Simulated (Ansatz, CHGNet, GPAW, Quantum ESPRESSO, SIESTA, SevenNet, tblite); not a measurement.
**Generalised stacking fault on (111) (glide set) of a GaP-AlP solid solution (72 atoms): other programs against plane waves**

Aim: forces, pressure and gap of generalised stacking fault on (111) (glide set) of a GaP-AlP solid solution (72 atoms) at one geometry, from other programs and methods, against plane-wave PBE.

Results are calculated, not measured.

### Step 1. The structure

The cell holds 72 atoms (18 Al, 36 P and 18 Ga), with edges of 6.68, 11.58 and 19.23 Å. Recipe: zinc-blende GaP lattice (a = 5.4569 Å, the value set for the mixture), cell with z along [111], 1 x 3 x 2 periods; the third cell vector is tilted by 0.333 of 1/2[11-2] and lengthened by 0.2 Å, so the cell holds one fault (glide set); displaced by a Gaussian of 0.01 Å; 18 of 36 Ga sites given to Al at random (lattice constant by Vegard's rule between GaP and AlP). Then every atom was moved at random, 0.02 Å r.m.s. a Cartesian component. The density is 3.21 g/cm³.

### Step 2. The reference input

Quantum ESPRESSO 7.5: Kohn-Sham DFT, PBE, SSSP efficiency 1.3.0 pseudopotentials, plane waves. Its input, pw.in:

```
&control
  calculation = 'scf'
  pseudo_dir = './pseudo'
  outdir = './tmp'
  disk_io = 'none'
  tprnfor = .true.
  tstress = .true.
/
&system
  ibrav = 0
  nat = 72
  ntyp = 3
  ecutwfc = 60
  ecutrho = 480
  nosym = .true.
  occupations = 'smearing'
  smearing = 'fd'
  degauss = 0.003675
/
&electrons
  conv_thr = 3.6e-07
  electron_maxstep = 100
  mixing_beta = 0.2
  mixing_mode = 'local-TF'
  diagonalization = 'david'
/
ATOMIC_SPECIES
Al 26.982 Al.upf
P 30.974 P.upf
Ga 69.723 Ga.upf
CELL_PARAMETERS angstrom
6.68331 0.00000 0.00000
0.00000 11.57583 0.00000
2.22775 0.00000 19.10326
ATOMIC_POSITIONS crystal
Al 0.49145 0.16431 0.02009
P 0.45675 0.16787 0.14487
Ga 0.76548 0.16572 0.18579
P 0.72817 0.16438 0.30691
[... 66 atom lines left out ...]
Al 0.88682 0.83091 0.84356
P 0.84487 0.83067 0.96998
K_POINTS gamma
```

```console
$ OMP_NUM_THREADS=1 mpirun -np 4 pw.x -in pw.in > output.txt
```

Elapsed: 12 min, on 4 MPI ranks of Arm Neoverse V1, shared host; peak memory 5.5 GiB; 49 min of CPU time.

It converged with an r.m.s. force component of 0.41 eV/Å and a pressure of 1.2 GPa.

Its highest filled and lowest empty levels lie 1.33 eV apart on its k-points.

### Step 3. The other programs

- GPAW 26.7.0: PAW with atomic orbitals (LCAO), plane waves or a real-space grid of spacing h.
- Quantum ESPRESSO 7.5: plane waves; labels (QE) give functional, pseudopotential set and cutoffs of waves/density.
- SIESTA 5.4.2: numerical atomic orbitals, whose automatically made sets are far from complete, with PseudoDojo norm-conserving potentials that we converted to its format (checked against plane waves on the same files for H, C, O, Si, Ge and Ca alone); labels give functional, basis size, energy shift and mesh cutoff.
- SevenNet: machine-learned potential, published weights.
- tblite 0.8.0: extended tight binding, driven from Python.

All use the same cell and atoms, and the electronic-structure runs the same k-mesh.

### Step 4. All runs compared

Differences are against the reference: forces as r.m.s. over components, share as that over the reference's r.m.s. force, slope as the fitted ratio of a run's forces to the reference's.

| run | Δ force, r.m.s. (meV/Å) | share (%) | slope | Δ pressure (GPa) | Δ gap (eV) | cores | CPU time | memory (GiB) |
| --- | --- | --- | --- | --- | --- | --- | --- | --- |
| reference | - | - | - | - | - | 4 | 49 min | 5.5 |
| GPAW PBE, LCAO dzp, h 0.16 Å | 84.3 | 20.7 | 1.095 | - | 0.0367 | 1 | 8.5 min | 2.9 |
| GPAW PBE, LCAO dzp, h 0.2 Å | 84.4 | 20.7 | 1.097 | - | 0.037 | 1 | 4.6 min | 1.5 |
| GPAW PBE, LCAO szp(dzp), h 0.2 Å (coarse) | 101 | 24.9 | 1.146 | - | 0.232 | 1 | 3.5 min | 1.5 |
| GPAW PBE, plane waves 550 eV | 61.1 | 15.0 | 1.054 | 1.08 | -0.0018 | 2 | 7.7 min | 1.6 |
| QE PBE, sssp-1.3.0-efficiency, 20/160 Ry (coarse) | 219 | 53.7 | 1.110 | -9.88 | -0.0069 | 2 | 8.5 min | 1.1 |
| SIESTA PBE, DZ, shift 0.01 Ry, mesh 300 Ry (coarse) | 76.7 | 18.8 | 1.051 | 2.60 | 0.617 | 1 | 2.4 min | 0.89 |
| SIESTA PBE, DZP, shift 0.01 Ry, mesh 300 Ry | 24.2 | 5.92 | 1.022 | 0.0718 | -0.0476 | 2 | 7.5 min | 1.7 |
| SIESTA PBE, DZP, shift 0.02 Ry, mesh 300 Ry | 30.0 | 7.35 | 1.005 | -0.249 | -0.0347 | 2 | 4.6 min | 1.4 |
| SIESTA PBE, SZP, shift 0.01 Ry, mesh 300 Ry (coarse) | 60.2 | 14.8 | 1.096 | 3.11 | 0.0195 | 1 | 5.4 min | 1.3 |
| SevenNet 0 potential | 136 | 33.5 | 0.800 | 0.145 | - | 1 | 10 s | 0.76 |
| SevenNet l3i5 potential | 124 | 30.3 | 0.868 | -0.0612 | - | 1 | 11 s | 1.1 |
| tblite GFN1-xTB | 278 | 68.2 | 0.981 | 4.35 | - | 1 | 8 s | 0.15 |

Rows marked coarse were listed beforehand as settings not expected to be converged; some can still land near the reference.

Times of the machine-learned potentials are mostly Python's start and the loading of weights.

CPU time is summed over cores on shared hosts, so it is rough.

### Step 5. What came out

Forces lie from 5.9 % (SIESTA PBE, DZP, shift 0.01 Ry, mesh 300 Ry) to 68 % (tblite GFN1-xTB) of the reference's r.m.s. force of 0.41 eV/Å away from it. Other PBE runs on plane waves or a grid: GPAW PBE, plane waves 550 eV 15 % of the r.m.s. force; potentials, cutoffs or grids differ between them, and this table alone doesn't tell which side is nearer the exact PBE result. The PBE runs in local orbitals, coarse settings apart, differ by 5.9 % (SIESTA PBE, DZP, shift 0.01 Ry, mesh 300 Ry) to 21 % (GPAW PBE, LCAO dzp, h 0.2 Å); basis, grid and potentials can all enter. Tight binding differs by 68 % (tblite GFN1-xTB); it is another model, with fitted parameters of its own, and the xTB methods hold dispersion.

Machine-learned potentials differ by 30 % (SevenNet l3i5 potential) to 33 % (SevenNet 0 potential); they were trained on other programs' data. Among those trained on PBE data the slope goes as low as 0.80. Runs with settings chosen to be coarse differ by 15 % (SIESTA PBE, SZP, shift 0.01 Ry, mesh 300 Ry) to 54 % (QE PBE, sssp-1.3.0-efficiency, 20/160 Ry), their programs' other errors included. GPAW PBE, LCAO szp(dzp), h 0.2 Å stiffens the forces by a factor of 1.15 while following their directions (correlation 0.985); the slopes of the 4 GPAW runs lie between 1.05 and 1.15. From GPAW PBE, LCAO dzp, h 0.2 Å to the finer GPAW PBE, LCAO dzp, h 0.16 Å the share goes from 20.7 to 20.7 %, so the grid isn't what parts these runs from the reference. Pressures at PBE, coarse settings apart, lie -0.25 to +1.08 GPa from the reference's. Gaps at PBE, coarse settings apart, lie -0.05 to +0.04 eV from the reference's, on k-points that hold the band edges only if these fold onto them.

**Limits.** Periodic xTB results under one method name differ between programs and library versions. The potentials hold different valence shells: 468 electrons in the reference, 288 in GPAW; this bears on time and differences. GPAW's setups keep the filled d shell of Ga in the core. The reference's pressure holds the uncorrected Pulay stress of its 60 Ry basis, so small pressure differences may be the reference's own error. GPAW's Ga setup keeps the 3d shell in the core. Machine-learned potentials mimic data converged in k, so the reference's own k-point error enters their differences. The reference's stress is far from hydrostatic: its diagonal is -3.2, 6.2, 0.5 GPa, compression counted positive. The host structure and its lattice constant were typed by rule, without a check against the phase diagram. The electronic-structure runs sample only Γ, in a cell whose shortest periodic width is 7 Å. The reference's 60/480 Ry lie under the cutoffs that SSSP recommends for Ga (70/560 Ry). Spin–orbit coupling is left out. Where levels are smeared, the DFT runs use Fermi–Dirac occupations at 580 K (0.05 eV), and energies are free energies. The atoms were displaced at random, and shares hang on the size of the forces that this gives. The reference's cutoffs and mesh weren't converged further here.

[Logs are printed without paths, hosts, clocks, repeated set-up lines and the standing remarks that a program may print on its own settings, such as how far it seeks lower states.]

[Hosts, paths, dates, database ids (printed as entryN), source tags and the programs' standing remarks are cut or masked in the printed files.]

[Cells were taken only where this reference lay near another plane-wave run.]
